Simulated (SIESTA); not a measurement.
The system is Bi2Se3 (Paraguanajuatite).

```
Bi Se
1.0
     2.07150    1.19598    9.54533
    -2.07150    1.19598    9.54533
     0.00000   -2.39196    9.54533
Bi Se
2 3
Direct
  0.59920 0.59920 0.59920
  0.40080 0.40080 0.40080
  0.78830 0.78830 0.78830
  0.21170 0.21170 0.21170
  0.00000 0.00000 0.00000
```

Program: SIESTA 5.4.2. Alike in all runs: task band structure; cell as given; smearing fermi-dirac 0.05 eV; grid cutoff 500 Ry.

Question: Order these runs on this cell by their band gap on the k mesh, lowest first.
A. level PBE; potentials or basis PseudoDojo 0.4 standard (PBE files), TZDP (energy shift 0.05 Ry); spin off; k mesh 8 × 8 × 8; energy shift 0.05 Ry
B. level PBEsol; potentials or basis PseudoDojo 0.4 standard (PBEsol files, fully relativistic), DZP (energy shift 0.002 Ry); spin non-collinear, zero start, SOC; k mesh 6 × 6 × 6; energy shift 0.002 Ry
C. level PBE; potentials or basis PseudoDojo 0.4 standard (PBE files), DZ (energy shift 0.02 Ry); spin off; k mesh 8 × 8 × 8; energy shift 0.02 Ry

Answer: C (0.06 eV), B (0.30 eV), A (0.53 eV).

Caveats: the basis of atomic orbitals isn't converged, which shifts pressures, moduli and gaps; spin-orbit coupling is left out, which as a rule narrows the gap of such compounds by several tenths of an eV (some runs); the basis has no polarisation orbitals (some runs).

A k mesh can miss the band edges.
